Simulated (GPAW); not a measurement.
# Ge (Fd-3m) in GPAW: further runs

The runs below take Ge through band structure, with PBE, LDA, PBEsol.

Everything below comes from runs of GPAW 26.7.0. Logs are shortened: lines on timing, memory, paths and dates and some standing lists are left out, and cuts for length are marked. The log counts tension as positive stress, the text compression.

**The experiment to reproduce.**

From “Electronic and optical properties of SixGe1-x-ySny alloys lattice-matched to Ge”, 2021, arxiv:2109.02782, for a bulk crystal of Ge at 293 K: band gap 0.666 eV (indirect).

“Temperature-dependent photoluminescence in Ge: experiment and theory”, 2020, arxiv:2003.00143 reports, for a bulk crystal of Ge at 0 K: band gap 0.744 eV (indirect).

The results are compared with them further down.

### Step 1. The crystal as given

Symmetry: Fd-3m, No. 227, cubic system. Conventional cell: a = 5.658 Å, b = 5.658 Å, c = 5.658 Å, α = 90.00°, β = 90.00°, γ = 90.00°. Ge (site symmetry -43m) has 4 Ge at 2.45 Å as nearest neighbours.

### Step 2. Band structure, PBE

run.py reads:

```python
from ase.dft.bandgap import bandgap
from ase.io import read, write
from ase.units import GPa
from gpaw import GPAW, PW

atoms = read('POSCAR')

calc = GPAW(mode=PW(600),
            xc='PBE',
            kpts={'size': (8, 8, 8), 'gamma': True},
            occupations={'name': 'fermi-dirac', 'width': 0.05},
            nbands=11,
            convergence={'density': 1e-05, 'energy': 1e-05},
            maxiter=150,
            txt='gpaw.txt')
atoms.calc = calc
energy = atoms.get_potential_energy()
forces = atoms.get_forces()
stress = atoms.get_stress()
calc.write('gs.gpw')
write('result.traj', atoms)
print(f'Energy: {energy:.6f} eV')
print('Forces (eV/A):')
print(forces.round(4))
print('Stress (GPa):', (stress / GPa).round(3))
print('Fermi level:', round(calc.get_fermi_level(), 4), 'eV')
print(f'Gap: {bandgap(calc)[0]:.4f} eV, direct: {bandgap(calc, direct=True)[0]:.4f} eV')

path = atoms.cell.bandpath('GXWKGLUWLK,UX', npoints=100, eps=1e-4)
bs_calc = calc.fixed_density(kpts=path, symmetry='off', nbands=21,
                             convergence={'bands': 'CBM+6.0', 'eigenstates': 1e-6}, txt='bands.txt')
bs = bs_calc.band_structure()
bs.write('bs.json')
print(f'Gap on the path: {bandgap(bs_calc)[0]:.4f} eV')
```

POSCAR reads:

```
Ge
1.0
    0.0000000000      2.8289100000      2.8289100000
    2.8289100000      0.0000000000      2.8289100000
    2.8289100000      2.8289100000      0.0000000000
Ge
2
Direct
    0.7500000000      0.7500000000      0.7500000000
    0.5000000000      0.5000000000      0.5000000000
```

Potentials or basis: GPAW PAW data sets (gpaw-data 1.2.1), pw.

Started as:

```bash
$ OMP_NUM_THREADS=1 python run.py
```

gpaw.txt:

```text
__  _  _
 | _ |_)|_||  |
 |__||  | ||/\| - 26.7.0

Input parameters:
  mode=PW(ecut=600.0),
  convergence={'density': 1e-05, 'energy': 1e-05},
  kpts=MonkhorstPack(size=(8, 8, 8), gamma=True),
  maxiter=150,
  nbands=11,
  occupations=Occupations(name='fermi-dirac', width=0.05),
  xc=XC(name='PBE')

Diagonalizing LCAO Hamiltonian
Converting LCAO to pw mode

           Ge

       Ge

Atoms  # Å, Bohr magnetons
|   | symbol |        x |        y |        z |    initial magnetic moments |
|---|--------|----------|----------|----------|-----------------------------|
| 0 |     Ge | 4.243365 | 4.243365 | 4.243365 | ( 0.0000,  0.0000,  0.0000) |
| 1 |     Ge | 2.828910 | 2.828910 | 2.828910 | ( 0.0000,  0.0000,  0.0000) |

Unit cell  # Å
| periodic |        x |        y |        z |  lengths |    angles |
|----------|----------|----------|----------|----------|-----------|
|      yes | 0.000000 | 2.828910 | 2.828910 | 4.000683 | 60.000000 |
|      yes | 2.828910 | 0.000000 | 2.828910 | 4.000683 | 60.000000 |
|      yes | 2.828910 | 2.828910 | 0.000000 | 4.000683 | 60.000000 |

Number of symmetries: 24
Symmetry operations  # r_c * U_cc + t_c -> r_c
|    | kind |            matrix            |
|----|------|------------------------------|
|  0 |  E   |  1, 0, 0,  0, 1, 0,  0, 0, 1 |
|  1 |  σ   |  1, 0, 0,  0, 0, 1,  0, 1, 0 |
|  2 |  σ   |  1, 0,-1,  0, 1,-1,  0, 0,-1 |
|  3 |  C3  |  1, 0,-1,  0, 0,-1,  0, 1,-1 |
|  4 |  C3  |  1,-1, 0,  0,-1, 1,  0,-1, 0 |
|  5 |  σ   |  1,-1, 0,  0,-1, 0,  0,-1, 1 |
|  6 |  σ   |  0, 1, 0,  1, 0, 0,  0, 0, 1 |
|  7 |  C3  |  0, 1, 0,  0, 0, 1,  1, 0, 0 |
|  8 |  C2  |  0, 1,-1,  1, 0,-1,  0, 0,-1 |
|  9 |  S4  |  0, 1,-1,  0, 0,-1,  1, 0,-1 |
| 10 |  C3  |  0, 0, 1,  1, 0, 0,  0, 1, 0 |
| 11 |  σ   |  0, 0, 1,  0, 1, 0,  1, 0, 0 |
| 12 |  S4  |  0, 0,-1,  1, 0,-1,  0, 1,-1 |
| 13 |  C3  |  0, 0,-1,  0, 1,-1,  1, 0,-1 |
| 14 |  S4  |  0,-1, 1,  1,-1, 0,  0,-1, 0 |
| 15 |  C2  |  0,-1, 1,  0,-1, 0,  1,-1, 0 |
| 16 |  C3  |  0,-1, 0,  1,-1, 0,  0,-1, 1 |
| 17 |  S4  |  0,-1, 0,  0,-1, 1,  1,-1, 0 |
| 18 |  S4  | -1, 1, 0, -1, 0, 1, -1, 0, 0 |
| 19 |  C3  | -1, 1, 0, -1, 0, 0, -1, 0, 1 |
| 20 |  C3  | -1, 0, 1, -1, 1, 0, -1, 0, 0 |
| 21 |  S4  | -1, 0, 1, -1, 0, 0, -1, 1, 0 |
| 22 |  σ   | -1, 0, 0, -1, 1, 0, -1, 0, 1 |
| 23 |  C2  | -1, 0, 0, -1, 0, 1, -1, 1, 0 |

BZ-sampling:
  Number of BZ points: 512
  Number of IBZ points: 29

  Monkhorst-Pack size: [8, 8, 8]
  Monkhorst-Pack shift: [0.0625, 0.0625, 0.0625]

K-points  # in reciprocal-cell coordinates
|     |                                coordinates |     weight |
|-----|--------------------------------------------|------------|
|   0 | (  0.00000000,   0.00000000,   0.00000000) | 0.00195312 |
|   1 | (  0.12500000,   0.12500000,   0.00000000) | 0.01171875 |
|   2 | (  0.12500000,   0.12500000,   0.12500000) | 0.01562500 |
|   3 | (  0.25000000,   0.12500000,   0.12500000) | 0.02343750 |
|   4 | (  0.25000000,   0.25000000,   0.00000000) | 0.01171875 |
|   5 | (  0.25000000,   0.25000000,   0.12500000) | 0.04687500 |
|   6 | (  0.25000000,   0.25000000,   0.25000000) | 0.01562500 |
|   7 | (  0.37500000,   0.25000000,  -0.37500000) | 0.04687500 |
|   8 | (  0.37500000,   0.25000000,   0.12500000) | 0.04687500 |
|   9 | (  0.37500000,   0.25000000,   0.25000000) | 0.04687500 |
| ... |                                            |            |
|  28 | (  0.50000000,   0.50000000,   0.50000000) | 0.00781250 |

Plane wave coefficients: 1540
Cutoff: 600.0 eV

Spin-components: 1 (collinear spins)
Bands:           11
Projectors:      10
Spin-degeneracy: 2
Datatype:        complex128

Parallelization:
  kpt:    1
  domain: 1
  band:   1

Density:
  Valence electrons: 8.0
  Components: 1
  Grid points: [24 24 24]
  Charge: 0.0  # |e|

Potential:
  Grid points: [24 24 24]

species:
  Ge:
    name:    Germanium
    Z:       32.0
    valence: 4
    core:    28
    charge:  0.0  # [|e|]
    compensation charges:
      type: gauss
      rc: 0.32  # [Å]
      lmax: 2
    cutoffs:
      filter: 1.77  # [Å]
      core: 3.42  # [Å]
    projectors
    | kind |    occ | energy [eV] | rcut [Å] |
    |------|--------|-------------|----------|
    |   4s |  2.000 |     -11.726 |    1.005 |
    |   4p |  2.000 |      -3.896 |    1.005 |
    |    s |        |      15.485 |    1.005 |
    |    p |        |      23.315 |    1.005 |
    |    d |        |       0.000 |    1.005 |

    Using partial waves for Ge as LCAO basis

Reference energy: -114195.275705  # eV

eigensolver:
  PPCG
  Converge bands: occupied
  niter=2

density mixing:
  MSR1-Mixer
  Pratt-step length: 0.05
  Maximum mixing coefficient: 0.75
  Old densities: 10
  SVD Regularization: 0.005
  Good broyden scale: 1.0
  Trust region scale: 1.0
  Backstep threshold: 4.0
  History deletion threshold: 6.0
  Fourier metric: weight=20.0, sigma=0.015

occupation numbers:
  Fermi-Dirac:
    width: 0.0500  # eV

poisson solver:
  ecut: 4800.0  # eV

xc functional:
  name: PBE with 2 nearest neighbor stencil

convergence criteria:
- Maximum integral of absolute [dens]ity change: 1e-05 electrons / valence electron
- Maximum [total energy] change in last 3 cyles: 1e-05 eV / valence electron
- Maximum integral of absolute [eigenst]ate change: 4e-08 eV^2 / valence electron
maximum number of iterations: 150

SCF iterations
|iter     | |      energy | eigst |  dens |
|---------|-|-------------|-------|-------|
|iter:   1| |   -9.029696 | -0.45 |       |
|iter:   2| |   -9.026874 | -2.72 | -0.91 |
|iter:   3| |   -8.995466 | -2.68 | -0.93 |
|iter:   4| |   -8.995498 | -3.59 | -1.53 |
|iter:   5| |   -8.995591 | -5.23 | -2.48 |
|iter:   6| |   -8.995598 | -6.77 | -3.16 |
|iter:   7| |   -8.995599c| -7.89c| -3.75 |
|iter:   8| |   -8.995599c| -8.44c| -5.09c|

Converged in 8 steps
Energy contributions relative to reference atoms: (reference = -114195.275705)

Energy contributions:
  Kinetic:          26.187938
  Coulomb:         -23.369112
  Zero:              0.005492
  External:          0.000000
  Xc:              -11.819580
  Entropy:          -0.000673
  Spinorbit:         0.000000
  ----------------------------
  Free energy:      -8.995935
  Extrapolated:     -8.995599

dipole moment: (3.691372, 3.691372, 3.691372)  # |e|*Ang

Fermi level: 6.044
Eigenvalues  # (at kpt = [0.000, 0.000, 0.000])
| band index |      eig [eV] | occ [0-2] |
|------------|---------------|-----------|
|          0 |        -6.778 |     2.000 |
|          1 |         5.979 |     1.569 |
|          2 |         5.979 |     1.569 |
|          3 |         5.979 |     1.569 |
|          4 |         6.069 |     0.749 |
|          5 |         8.538 |     0.000 |
|          6 |         8.538 |     0.000 |
|          7 |         8.538 |     0.000 |
|          8 |        12.428 |     0.000 |
|          9 |        15.366 |     0.000 |
|         10 |        15.369 |     0.000 |

Gap: 0.090 eV
Transition (v -> c):
  (s=0, k=0, n=3, [0.00, 0.00, 0.00]) -> (s=0, k=0, n=4, [0.00, 0.00, 0.00])
No difference between direct/indirect transitions

Forces  # eV/Ang
|        x |       y |        z |
|----------|---------|----------|
| -0.00000 | 0.00000 | -0.00000 |  # Ge   0
|  0.00000 | 0.00000 |  0.00000 |  # Ge   1

Stress tensor  # eV/Ang^3
|         x |         y |         z |
|-----------|-----------|-----------|
| -0.024333 | -0.000000 | -0.000000 |
| -0.000000 | -0.024333 |  0.000000 |
| -0.000000 |  0.000000 | -0.024333 |

# Writing to gs.gpw (mode='')
```

Run time: 34 s. Hardware: 1 thread of Arm Neoverse V1, shared host; peak memory 0.24 GiB.

What came out:

```yaml
Free_energy: -8.9959 eV
Pressure: 3.9 GPa
Band_gap_on_the_k_mesh: 0.09 eV, direct
Band_gap_along_the_path: 0.09 eV, direct
```

Levels at the corners of the path, in eV from the valence-band top:
```csv
point,band 1,band 2,band 3,band 4,band 5,band 6,band 7,band 8
Γ,-12.76,0.00,0.00,0.00,0.09,2.56,2.56,2.56
X,-8.88,-8.88,-3.07,-3.07,0.74,0.74,9.54,9.54
W,-8.79,-8.79,-3.91,-3.91,4.35,4.35,4.72,4.72
K,-9.36,-8.29,-4.34,-2.63,1.16,4.10,7.24,7.40
Γ,-12.76,0.00,0.00,0.00,0.09,2.56,2.56,2.56
L,-10.68,-7.59,-1.40,-1.40,0.20,3.75,3.75,7.15
U,-9.36,-8.29,-4.34,-2.63,1.16,4.10,7.24,7.40
W,-8.79,-8.79,-3.91,-3.91,4.35,4.35,4.72,4.72
L,-10.68,-7.59,-1.40,-1.40,0.20,3.75,3.75,7.15
K,-9.36,-8.29,-4.34,-2.63,1.16,4.10,7.24,7.40
U,-9.36,-8.29,-4.34,-2.63,1.16,4.10,7.24,7.40
X,-8.88,-8.88,-3.07,-3.07,0.74,0.74,9.54,9.54
```

[end of part 1 of 2]
